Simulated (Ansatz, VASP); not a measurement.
C: VASP beside Ansatz

```
CELL_PARAMETERS angstrom
2.25256 -1.28426 -0.03019
2.21733 1.22325 -0.03363
-1.50138 0.01487 3.70178
ATOMIC_POSITIONS crystal
C 0.83885 0.84327 0.98964
C 0.16115 0.15673 0.01036
```

Alike in both runs: task single point; functional PBEsol; k mesh 16 × 16 × 10; occupations gaussian, width 0.05 eV; no spin polarisation.

|  | VASP | Ansatz |
| --- | --- | --- |
| version | VASP 6.6.1 | Ansatz 0.2.0 |
| potentials or method | VASP PAW PBE potentials, release 64 (C) | scalar-relativistic, plane waves, PAW |
| plane-wave cutoff (eV) | 520 | 420 |
| valence electrons in the cell | 8 | 8 |

|  | VASP | Ansatz | Ansatz less VASP |
| --- | --- | --- | --- |
| gap on the k mesh at the Fermi level (eV) | 0.35 | 0.35 | 0.000 |
| least direct gap on the mesh (eV) | 0.53 | 0.53 | -0.001 |
| pressure (GPa) | -20.0 | -20.4 | -0.46 |
| largest component of the traceless stress (GPa) | 19.07 | 19.59 | +0.522 |
| rms of the force components (eV/Å) | 2.622 | 2.613 | -0.0092 |

Atom by atom the forces differ by 0.012 eV/Å (rms over components). The functional is the same, so the differences come from potentials, cutoffs and numerics.

Caveats: so large a pressure means that the cell lies far from this level's equilibrium, or that cutoff or potentials fall short (VASP); the potentials were made for another functional, which shifts forces and pressure (VASP). A k mesh can miss the band edges.
